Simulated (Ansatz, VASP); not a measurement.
**KF (Carobbiite): VASP beside Ansatz**

One calculation is typed for both programs; each brings its own data sets and cutoff. How far apart do they land?

Method: plane waves, with VASP 6.6.1 beside it; single point at PBEsol and single point at LDA, in Ansatz 0.2.0.

## Step 1: Starting point

The structure is cubic, space group Fm-3m (No. 225). The conventional cell has a = 5.347 Å, b = 5.347 Å, c = 5.347 Å, α = 90.00°, β = 90.00°, γ = 90.00°. K has 6 F at 2.67 Å nearest. F has 6 K at 2.67 Å nearest. Farther neighbours and most contacts between anions are not listed.

## Step 2: VASP: single point, PBEsol

A single point gives forces, pressure and levels at one fixed geometry, so differences don't come from the geometry; what else differs is listed under the comparison.

Lines of VASP's logs that name or quote its potential files are left out, and so is its time.

INCAR reads:

```
SYSTEM = KF
PREC = Accurate
ENCUT = 520
EDIFF = 1E-05
NELM = 100
ISMEAR = 0
SIGMA = 0.05
LREAL = .FALSE.
ALGO = Normal
GGA = PS
NBANDS = 14
LORBIT = 11
LWAVE = .FALSE.
LCHARG = .FALSE.
KPAR = 4
```

POSCAR reads:

```
KF
1.0
    0.0000000000      2.6735000000      2.6735000000
    2.6735000000      0.0000000000      2.6735000000
    2.6735000000      2.6735000000      0.0000000000
K F
1 1
Direct
    0.0000000000      0.0000000000      0.0000000000
    0.5000000000      0.5000000000      0.5000000000
```

KPOINTS reads:

```
Automatic mesh
0
Gamma
8 8 8
0 0 0
```

Potentials, in the order of the species: K_sv and F (PBE family, release 64).

The run is started by

```console
mpirun -np 4 vasp_std
```

Numbers of over 12 decimals in the logs are rounded to 6 here.

What it wrote:

```text
[banner, memory and clock lines left out]
running    4 mpi-ranks, on    1 nodes
 distrk:  each k-point on    1 cores,    4 groups
 distr:  one band on    1 cores,    1 groups

 POSCAR found type information on POSCAR K F
 POSCAR found :  2 types and       2 ions
|                                                                             |
|               ----> ADVICE to this user running VASP <----                  |
|                                                                             |
|     You enforced a specific xc type in the INCAR file but a different       |
|     [... a line on the potential file left out ...]
|     I HOPE YOU KNOW WHAT YOU ARE DOING!                                     |
|                                                                             |

 LDA part: xc-table for (Slater+PW92), standard interpolation
 POSCAR, INCAR and KPOINTS ok, starting setup
 FFT: planning ... GRIDC
 FFT: planning ... GRID_SOFT
 FFT: planning ... GRID
 WAVECAR not read
 entering main loop
       N       E                     dE             d eps       ncg     rms          rms(c)
DAV:   1     0.111175717159E+03    0.11118E+03   -0.82624E+03   812   0.110E+03
DAV:   2    -0.493960671715E+01   -0.11612E+03   -0.10689E+03  1050   0.299E+02
DAV:   3    -0.950530925592E+01   -0.45657E+01   -0.45405E+01  1010   0.528E+01
DAV:   4    -0.964520350964E+01   -0.13989E+00   -0.13985E+00  1140   0.873E+00
DAV:   5    -0.964607261577E+01   -0.86911E-03   -0.86908E-03  1034   0.842E-01    0.588E+00
DAV:   6    -0.855893965493E+01    0.10871E+01   -0.31896E+00   878   0.149E+01    0.400E+00
DAV:   7    -0.852434439795E+01    0.34595E-01   -0.81326E-02   994   0.243E+00    0.231E+00
DAV:   8    -0.851733651481E+01    0.70079E-02   -0.53360E-02   938   0.239E+00    0.218E-01
DAV:   9    -0.851887259895E+01   -0.15361E-02   -0.54233E-03  1006   0.620E-01    0.121E-01
DAV:  10    -0.851919517111E+01   -0.32257E-03   -0.50013E-04   992   0.196E-01    0.757E-02
DAV:  11    -0.851943024363E+01   -0.23507E-03   -0.24122E-04   812   0.113E-01    0.158E-02
DAV:  12    -0.851942516851E+01    0.50751E-05   -0.15791E-05  1024   0.362E-02
   1 F= -.85194252E+01 E0= -.85194252E+01  d E =-.483185E-13
```

Parts of OUTCAR (step 2):

```text
ion  position               nearest neighbor table
   1  0.000  0.000  0.000-   2 2.67   2 2.67   2 2.67   2 2.67   2 2.67   2 2.67
   2  0.500  0.500  0.500-   1 2.67   1 2.67   1 2.67   1 2.67   1 2.67   1 2.67

  LATTYP: Found a face centered cubic cell.
 ALAT       =     5.3470000000

 Subroutine GETGRP returns: Found 48 space group operations
 (whereof 48 operations were pure point group operations)

The static configuration has the point symmetry O_h .

 Found     29 irreducible k-points:

   k-points           NKPTS =     29   k-points in BZ     NKDIM =     29   number of bands    NBANDS=     14

   dimension x,y,z NGX =    28 NGY =   28 NGZ =   28
   dimension x,y,z NGXF=    56 NGYF=   56 NGZF=   56

   ENCUT  =  520.0 eV  38.22 Ry    6.18 a.u.   7.03  7.03  7.03*2*pi/ulx,y,z

   NELECT =      16.0000    total number of electrons

 k-points in reciprocal lattice and weights: Automatic mesh
   0.00000000  0.00000000  0.00000000       0.002
   0.12500000  0.00000000  0.00000000       0.016
   0.25000000  0.00000000  0.00000000       0.016
   0.37500000  0.00000000  0.00000000       0.016
   0.50000000  0.00000000  0.00000000       0.008
   0.12500000  0.12500000  0.00000000       0.012
   0.25000000  0.12500000  0.00000000       0.047
   0.37500000  0.12500000  0.00000000       0.047
   0.50000000  0.12500000  0.00000000       0.047
[...]
-0.37500000  0.50000000  0.12500000       0.023
  -0.25000000  0.50000000  0.25000000       0.012

 average (electrostatic) potential at core
       1 -35.9550       2 -77.8622

 E-fermi :  -2.6783

 k-point     1 :       0.0000    0.0000    0.0000
  band No.  band energies     occupation
    ...
      4     -12.1951      2.00000
      5     -12.1951      2.00000
      6      -2.9131      2.00000
      7      -2.9131      2.00000
      8      -2.9131      2.00000
      9       3.1065      0.00000
     10       7.7174      0.00000
     11       7.7174      0.00000
     12       7.7174      0.00000
     13       9.3890      0.00000
    ...

 k-point     2 :       0.1250    0.0000    0.0000
  band No.  band energies     occupation
    ...
      4     -12.2007      2.00000
      5     -12.2007      2.00000
      6      -3.0573      2.00000
      7      -2.9668      2.00000
      8      -2.9668      2.00000
      9       3.5425      0.00000
     10       7.4545      0.00000
     11       7.9296      0.00000
     12       7.9296      0.00000
     13       9.5350      0.00000
    ...

 k-point     3 :       0.2500    0.0000    0.0000
  band No.  band energies     occupation
    ...
      4     -12.2139      2.00000
      5     -12.2139      2.00000
      6      -3.3616      2.00000
      7      -3.0935      2.00000
      8      -3.0935      2.00000
      9       4.6272      0.00000
     10       7.0896      0.00000
     11       8.4550      0.00000
     12       8.4550      0.00000
     13       9.9896      0.00000
    ...

  Total       -0.1593463     -0.1593463     -0.1593463     -0.0000000      0.0000000     -0.0000000
  in kB       -6.6800860     -6.6800860     -6.6800860     -0.0000000      0.0000000     -0.0000000
  external PRESSURE =      -6.6800860 kB  Pullay stress =       0.0000000 kB

  energy-cutoff  :      520.00
  volume of cell :       38.22
      direct lattice vectors                 reciprocal lattice vectors
     0.000000000  2.673500000  2.673500000    -0.187020759  0.187020759  0.187020759
     2.673500000  0.000000000  2.673500000     0.187020759 -0.187020759  0.187020759
     2.673500000  2.673500000  0.000000000     0.187020759  0.187020759 -0.187020759

 POSITION                                       TOTAL-FORCE (eV/Angst)
 -----------------------------------------------------------------------------------
      0.00000      0.00000      0.00000        -0.000000     -0.000000     -0.000000
      2.67350      2.67350      2.67350         0.000000      0.000000      0.000000
 -----------------------------------------------------------------------------------
    total drift:                                0.000000      0.000000      0.000000

  FREE ENERGIE OF THE ION-ELECTRON SYSTEM (eV)
  ---------------------------------------------------
  free  energy   TOTEN  =        -8.5194251685 eV

  energy  without entropy=       -8.5194251685  energy(sigma->0) =       -8.51942517

 total charge
# of ion       s       p       d       tot
------------------------------------------
    1        1.957   5.578   0.033   7.568
    2        1.728   4.339   0.000   6.067
--------------------------------------------------
tot          3.685   9.916   0.033  13.635

[... 3 further parts left out ...]
```

The gap is read on the k-mesh alone, so it is an upper bound where the band edges lie off the mesh. The PAW data sets were made with PBE, which is usual practice but a small mismatch for other functionals.

## Step 3: Ansatz: single point, PBEsol

Ansatz runs on its default PAW (the set named soft_2) files.

The same cell, functional, mesh and smearing now go to Ansatz, which takes its cutoff from its data sets.

input.yaml reads:

```yaml
crystal:
  lattice:
    - [0.0, 2.6735, 2.6735]
    - [2.6735, 0.0, 2.6735]
    - [2.6735, 2.6735, 0.0]
  atoms:
    - { symbol: K, position: [0.0, 0.0, 0.0] }
    - { symbol: F, position: [0.5, 0.5, 0.5] }
hamiltonian:
  xc: pbesol
  pseudopotentials: { kind: paw }
kpoints:
  mp_grid: { grid: [8, 8, 8] }
scf:
  occupations: { method: gaussian, width: 0.05 }
  n_extra_bands: 4
output:
  forces: true
  stress: true
  eigenvalues: true
  write_density: true
  write_potential: true
  elf: true
  volumetric_format: npy
```

The run is started by

```console
ansatz run input.yaml --threads 2 --pin off --max-ram 4608MiB --backend cpu --events-out ev --progress --plain --runs-dir out
```

What it wrote:

```text
scf.n_extra_bands = 4 over 8 filled bands (N_el = 16.0): the run solves 12 bands
Engine: ansatz 0.2.0, aarch64-unknown-linux-gnu
Pseudopotentials: kind: paw
Pseudopotential: K, paw, valence charge 9, recommended cutoff 420 eV (normal), K.paw.azcp
Pseudopotential: F, paw, valence charge 7, recommended cutoff 420 eV (normal), F.paw.azcp
Functional definition: PBEsol
  exchange = pbesol_x
  correlation = pbesol_c
Crystal: 2 atoms, lattice volume = 38.218 Å³
Basis set: ecut = 420 eV, 725 PW (Γ), exchange–correlation on 54×54×54 points (8 copies of the dense FFT grid, shifted against one another)
Bands: 12, of which v1, the nominal top of the filled ones, is band 8 counted from 1 (7 counted from 0)
Symmetry: 48 space group operations
Space group: Fm-3m (ITA 225), of the structure as read, at distance tolerance 3.4e-5 Å
k-points: 29 of 512
Non-local potential: K, projectors of the file, l = 0: 3, l = 1: 2, l = 2: 2
Non-local potential: F, projectors of the file, l = 0: 2, l = 1: 2, l = 2: 1
PAW form: soft (Blöchl's): semilocal exchange-correlation on the pseudo side does not see the compensation charge
PAW frozen core: K, regenerated for the run's functional, and the local potential with it (the file was generated under x = pbe(κ = 0.804, μ = 0.219515), c = pbe(β = 0.066725))
PAW frozen core: F, regenerated for the run's functional, and the local potential with it (the file was generated under x = pbe(κ = 0.804, μ = 0.219515), c = pbe(β = 0.066725))
PAW one-centre angular grid: K, 110 points (default); XC on 64 Gauss nodes
PAW one-centre angular grid: F, 110 points (default); XC on 64 Gauss nodes
Initial density: superposition of atomic densities (neutral atoms: chi_scale 0, normalization atom), corrected by the library's trained network
Initial wavefunctions: pseudopotential atomic-orbital guess
Functional: x = pbesol(κ = 0.804, μ = 0.123457), c = pbesol(β = 0.046)
SCF iter   1: F=—  HF=-2319.111607 eV  |F-HF|=—  |Δ(HF+E_count)|=         —  Δρ=9.69e-3  dr2=2.35e-2  ethr=1.77e-3  ⟨swp⟩=5.7  Hψ=2205  notcnv=0
preconditioner: auto → none  [insulator: Δε(μ)=5.875 eV  Ē_g=17.383 eV  σ=0.050 eV  W_gap=1.00  n_scr=14 (ndim 8)  ℏωp=22.5 eV  f_vac=0.124  D(μ)=0.00/eV (n_scr^D=0)  ε∞_Penn≈2.7]
SCF iter   2: F=—  HF=-2319.105505 eV  |F-HF|=—  |Δ(HF+E_count)|=   6.10e-3  Δρ=5.18e-3  dr2=6.10e-3  ethr=1.47e-4  ⟨swp⟩=2.0  Hψ=893  notcnv=0
SCF iter   3: F=—  HF=-2319.103802 eV  |F-HF|=—  |Δ(HF+E_count)|=   1.70e-3  Δρ=7.87e-4  dr2=1.46e-4  ethr=3.81e-5  ⟨swp⟩=2.0  Hψ=625  notcnv=0
SCF iter   4: F=—  HF=-2319.103809 eV  |F-HF|=—  |Δ(HF+E_count)|=   6.94e-6  Δρ=2.44e-4  dr2=6.80e-6  ethr=9.10e-7  ⟨swp⟩=3.0  Hψ=558  notcnv=0
SCF iter   5: F=—  HF=-2319.103813 eV  |F-HF|=—  |Δ(HF+E_count)|=   4.54e-6  Δρ=4.99e-5  dr2=7.10e-7  ethr=4.25e-8  ⟨swp⟩=2.0  Hψ=551  notcnv=0
SCF iter   6: F=-2319.103814 eV  HF=-2319.103814 eV  |F-HF|=9.13e-9  |Δ(HF+E_count)|=   1.39e-7  Δρ=5.79e-6  dr2=1.07e-8  ethr=6.25e-10  ⟨swp⟩=8.1  Hψ=2286  notcnv=0
SCF 1 converged in 6 iterations: F = -2319.103814 eV  dr2 = 1.07e-8
  greatest PAW one-centre occupation: 0.987 electrons in one spin orbital (limit 2), on the K atom at site 0 (counted from 0), in its partial waves of l = 0
SCF converged after 6 iterations
Free energy (F): -2319.103814 eV
Harris-Foulkes:  -2319.103814 eV  (|F-HF|=9.13e-9)
Internal energy: -2319.103814 eV  (E = F + TS)
E sigma→0 (E₀):  -2319.103814 eV
Fermi energy:    4.364035 eV
--- Per-component energies (eV) ---
  E_band       = -125.905439
  E_kinetic    = 460.989731
  E_local      = -1110.464447  (includes V_loc(G=0)·N_el)
  E_nonlocal   = 87.203569
  E_hartree    = 398.863169
  E_xc         = -213.172973
  E_vxc        = -266.457767  (∫ρ·V_xc dr)
  E_paw        = -955.223084  (= ΣΔE_a)
  E_vpaw       = -94.908043  (= ΣTr[D̂ρ^β])
  E_aug_tail   = 0.002033  (compensation charges beyond the density's cutoff)
  E_ewald      = -987.452138
  E_core_change = 0.150328  (= ΣΔE_core)
  E_smearing   = -0.000000  (= −TS)
  E_closure    = -0.000000  (closes the sum)
  Σ components = -2319.103814   (vs F -2319.103814, Δ=0.00e0)
--- Forces (eV/Å), atoms counted from 1 ---
  atom   1  K     -0.00000000     0.00000000     0.00000000
  atom   2  F      0.00000000     0.00000000    -0.00000000
  max |Σ_I F_I| component: 3.89e-29 eV/Å
--- Stress (GPa, compression-positive) ---
       -0.715777       0.000000       0.000000
       -0.000000      -0.715777       0.000000
       -0.000000      -0.000000      -0.715777
  P = ⅓ Tr σ = -0.7158 GPa (-7.158 kbar)
--- Band table (eV; the first three rows and the last of 29) ---
  k-point 0: bands = [... 4 lower, -7.9298, 1.3452, 1.3452, 1.3452, 7.3824, 11.9735, 11.9735, 11.9735]
  k-point 1: bands = [... 4 lower, -7.9353, 1.2014, 1.2913, 1.2913, 7.8175, 11.7135, 12.1816, 12.1816]
  k-point 2: bands = [... 4 lower, -7.9485, 0.8982, 1.1641, 1.1641, 8.9001, 11.3521, 12.6955, 12.6955]
  k-point 28: bands = [... 4 lower, -8.0184, 0.9336, 1.1805, 1.1805, 10.9794, 10.9794, 12.4743, 14.6344]
```

Run time: 1.5 s. Hardware: 2 threads of Arm Neoverse N1, shared host; peak memory 0.26 GiB.

The run ends at a pressure of -0.72 GPa.

## Step 4: Differences

Known differences besides the potentials themselves: the cutoff is 420 eV in Ansatz and 520 eV in VASP; Ansatz makes its cores anew for this functional, VASP keeps those of its PBE data sets; VASP leaves aspherical gradient terms in its spheres out (LASPH is not set), Ansatz keeps them. Total energies have different zeros and are not compared.

Both answers:

```
                                        quantity  Ansatz   VASP  difference
                                  pressure (GPa)   -0.72  -0.67       -0.05
pressure without Ansatz's Pulay correction (GPa)   -1.05  -0.67       -0.38
                          gap on the k mesh (eV)   6.037  6.020      +0.018
```

A gap on the mesh is an upper bound, since the band edges may lie between its points. Ansatz's pressure holds a Pulay correction of 0.33 GPa; VASP's holds none.

## Step 5: Ansatz: single point, LDA, volume scaled by 0.985

With cell and atoms fixed, the geometry can't cause a difference; cores, projectors, grids and the points listed under the comparison can. The cell compared in this pair holds 34.07 Å³, against 38.22 Å³ for the pair before.

The cell is a member of a volume series, scaled by 0.985 from a relaxed one, so a pressure remains.

input.yaml reads:

```yaml
crystal:
  lattice:
    - [0.0, 2.57302514, 2.57302514]
    - [2.57302514, 0.0, 2.57302514]
    - [2.57302514, 2.57302514, 0.0]
  atoms:
    - { symbol: K, position: [0.0, 0.0, 0.0] }
    - { symbol: F, position: [0.5, 0.5, 0.5] }
hamiltonian:
  xc: lda
  pseudopotentials: { kind: paw }
kpoints:
  mp_grid: { grid: [8, 8, 8] }
scf:
  occupations: { method: gaussian, width: 0.03 }
  n_extra_bands: 4
output:
  forces: true
  stress: true
  eigenvalues: true
```

What it wrote:

```text
[...]
Crystal: 2 atoms, lattice volume = 34.069 Å³
Basis set: ecut = 420 eV, 645 PW (Γ)
Bands: 12, of which v1, the nominal top of the filled ones, is band 8 counted from 1 (7 counted from 0)
Symmetry: 48 space group operations
[...]
k-points: 29 of 512
[...]
--- Band table (eV; the first three rows and the last of 29) ---
  k-point 0: bands = [... 4 lower, -6.8672, 1.8524, 1.8524, 1.8524, 8.2747, 12.6721, 12.6721, 12.6721]
  k-point 1: bands = [... 4 lower, -6.8739, 1.6754, 1.7792, 1.7792, 8.7601, 12.3839, 12.9119, 12.9119]
  k-point 2: bands = [... 4 lower, -6.8896, 1.3067, 1.6076, 1.6076, 9.9261, 12.0396, 13.5159, 13.5159]
  k-point 28: bands = [... 4 lower, -6.9723, 1.3277, 1.7400, 1.7400, 11.6777, 11.6777, 13.5719, 15.9058]
[key lines of the parts left out:]
SCF converged after 6 iterations
Free energy (F): -2292.778465 eV
Fermi energy:    5.063611 eV
P = ⅓ Tr σ = 0.4190 GPa (4.190 kbar)
```

It took 0.9 s on 2 threads; peak memory 0.24 GiB.

The run ends at a pressure of 0.42 GPa.

## Step 6: VASP: single point, LDA, volume scaled by 0.985

The same cell, functional (in two slightly different forms), mesh and smearing now go to VASP, with its own data sets and cutoff.

The input asks for a relaxation, which ended at its first step since no free force or stress exceeded the threshold; so it serves as a single point.

INCAR reads:

```
SYSTEM = KF
PREC = Accurate
ENCUT = 560
EDIFF = 1E-06
NELM = 100
ISMEAR = 0
SIGMA = 0.03
LREAL = .FALSE.
ALGO = Normal
GGA = CA
NBANDS = 14
LORBIT = 11
LWAVE = .FALSE.
LCHARG = .FALSE.
KPAR = 4
IBRION = 2
NSW = 30
ISIF = 4
EDIFFG = -0.01
```

POSCAR reads:

```
KF
1.0
    0.0000000000      2.5730251376      2.5730251376
    2.5730251376      0.0000000000      2.5730251376
    2.5730251376      2.5730251376      0.0000000000
K F
1 1
Direct
    0.0000000000      0.0000000000      0.0000000000
    0.5000000000      0.5000000000      0.5000000000
```

KPOINTS is that of step 2.

Potentials, in the order of the species: K_sv and F (LDA family, release 64).

The run is started by

```console
mpirun -np 4 vasp_std
```

What it wrote:

```text
[banner, memory and clock lines left out]
running    4 mpi-ranks, on    1 nodes
[...]
LDA part: xc-table for (Slater(with rela. corr.)+CA(PZ))
 , standard interpolation
 POSCAR, INCAR and KPOINTS ok, starting setup
[...]
entering main loop
       N       E                     dE             d eps       ncg     rms          rms(c)
DAV:   1     0.133456754231E+03    0.13346E+03   -0.87460E+03   820   0.119E+03
DAV:   2    -0.436292797135E+01   -0.13782E+03   -0.12090E+03   968   0.323E+02
DAV:   3    -0.100975612814E+02   -0.57346E+01   -0.56988E+01  1074   0.622E+01
DAV:   4    -0.102475082825E+02   -0.14995E+00   -0.14991E+00  1070   0.924E+00
[...]
DAV:  11    -0.907079504025E+01    0.16166E-04   -0.51180E-05  1060   0.833E-02    0.141E-02
DAV:  12    -0.907079829374E+01   -0.32535E-05   -0.23134E-06   780   0.137E-02    0.175E-03
DAV:  13    -0.907079839316E+01   -0.99421E-07   -0.23670E-07   592   0.474E-03
   1 F= -.90707984E+01 E0= -.90707984E+01  d E =-.907080E+01
[...]
reached required accuracy - stopping structural energy minimisation
```

Parts of OUTCAR (step 6):

```text
  Total        0.1499004      0.1499004      0.1499004      0.0000000      0.0000000     -0.0000000
  in kB        7.0493877      7.0493877      7.0493877      0.0000000      0.0000000     -0.0000000
  external PRESSURE =       7.0493877 kB  Pullay stress =       0.0000000 kB

 POSITION                                       TOTAL-FORCE (eV/Angst)
 -----------------------------------------------------------------------------------
      0.00000      0.00000      0.00000        -0.000000     -0.000000     -0.000000
      2.57303      2.57303      2.57303         0.000000      0.000000      0.000000
 -----------------------------------------------------------------------------------
    total drift:                                0.000000      0.000000      0.000000

  FREE ENERGIE OF THE ION-ELECTRON SYSTEM (eV)
  ---------------------------------------------------
  free  energy   TOTEN  =        -9.0707983932 eV

  energy  without entropy=       -9.0707983932  energy(sigma->0) =       -9.07079839

 reached required accuracy - stopping structural energy minimisation

[... 1 part as in an earlier step ...]

[... 2 further parts left out ...]
[key lines of the parts left out:]
E-fermi :  -2.7130
```

The run keeps the 48 symmetry operations of its start, so it cannot find a distortion of lower symmetry.

[end of part 1 of 2]

[Lines on the potential files, build, host, timing and source positions are cut from VASP's logs without a mark.]

[Logs are printed without paths, hosts, clocks, repeated set-up lines and the standing remarks that a program may print on its own settings, such as how far it seeks lower states.]

[Hosts, paths, dates, database ids (printed as entryN), source tags and the programs' standing remarks are cut or masked in the printed files.]
